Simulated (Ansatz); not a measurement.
An input for Ansatz 0.2.0 (BAs (F-43m)):

```yaml
crystal:
  lattice:
    - [0.0, 2.3885, 2.3885]
    - [2.3885, 0.0, 2.3885]
    - [2.3885, 2.3885, 0.0]
  atoms:
    - { symbol: B, position: [0.0, 0.0, 0.0] }
    - { symbol: As, position: [0.25, 0.25, 0.25] }
kpoints:
  mp_grid: { grid: [4, 4, 4] }
  band_path:
    path:
      - [0.0, 0.0, 0.0]
      - [-0.5, -0.5, 0.0]
      - [-0.375, -0.375, 0.25]
      - [-0.375, 0.0, 0.375]
      - [0.0, 0.0, 0.5]
      - [-0.5, -0.25, 0.25]
      - [-0.4, -0.4, 0.0]
    npoints: 1
hamiltonian:
  xc: hse06
scf:
  occupations: { method: fixed }
  n_extra_bands: 4
output:
  eigenvalues: true
```

```sh
ansatz run input.yaml --threads 3 --pin off --max-ram 92160MiB --backend cuda --events-out ev --progress --plain --runs-dir out --devices 1 --max-vram 13GiB  # rebuilt from the run's record
```

Question: Estimate wall time and host memory on 1 × NVIDIA H100 80GB HBM3 (shared by 6 runs) with 3 threads of AMD EPYC 7R13 (Zen 3), shared host.

It took 16 s; on shared hardware allow 8.1 s to 32 s. Peak host memory was 1.0 GiB. The sizes that set the cost: 531 plane waves a state, 8 irreducible k points and 10 SCF cycles.

Exact exchange couples every pair of k points and filled bands, so it costs far more than a semilocal run.

[Paths, hosts, dates, memory and timing lines, banners, echoed tables and standing remarks are left out of the program output.]

[Logs are printed without paths, hosts, clocks, repeated set-up lines and the standing remarks that a program may print on its own settings, such as how far it seeks lower states.]

[Runs of the session that timed out or met a known fault of the program may be left out.]

[Cells called generated may have been cut or substituted from an entry of the Crystallography Open Database or the Materials Project.]

[Hosts, paths, dates, database ids (printed as entryN), source tags and the programs' standing remarks are cut or masked in the printed files.]
